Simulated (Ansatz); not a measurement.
A plane-wave DFT run in Ansatz 0.2.0 (scalar-relativistic PAW potentials unless the input names others): input and command.

```yaml
crystal:
  lattice:
    - [4.0125456562, 0.0, 0.0]
    - [0.0, 4.0125456562, 0.0]
    - [0.0, 0.0, 26.0932456083]
  atoms:
    - { symbol: As, position: [0.0, 0.5, 0.3257547999] }
    - { symbol: Al, position: [0.5, 0.5, 0.3801232422] }
    - { symbol: As, position: [0.5, 0.0, 0.4344916847] }
    - { symbol: Al, position: [0.0, 0.0, 0.4871067024] }
    - { symbol: As, position: [0.0, 0.5, 0.5437549896] }
    - { symbol: Al, position: [0.5, 0.5, 0.5983507225] }
    - { symbol: Al, position: [0.5, 0.5, 0.6997210594], spin: 1.0 }
basis:
  ecutwfc: "30 meV"
kpoints:
  mp_grid: { grid: [7, 7, 1] }
hamiltonian:
  xc: pbesol
scf:
  occupations: { method: gaussian, width: 0.05 }
  max_iter: 50
output:
  forces: true
  eigenvalues: true
magnetization:
  spin_polarized: true
efield:
  axis: 3
  dipole_correction: true
  ramp_width: 0.04
```

```bash
ansatz run input.yaml --threads 2 --pin off --max-ram 5120MiB --backend cpu --events-out ev --progress --plain --runs-dir out
```

Task: Will this input run?

Result: The program refuses it, because of a cutoff in the wrong unit (basis.ecutwfc: 420 → "30 meV"). With the sound run's settings it is accepted.

Abridged log:
```
Error: inconsistent input (basis.ecutwfc, kpoints): the smallest per-k basis holds n_pw = 0 plane waves (k-point 1, counted from 0 among those solved) but the deck needs at least 30 band(s) per channel, and no run solves more bands than the smallest per-k basis has plane waves; raise basis.ecutwfc until the smallest per-k basis, which caps the automatic band count, holds at least 30 plane waves
```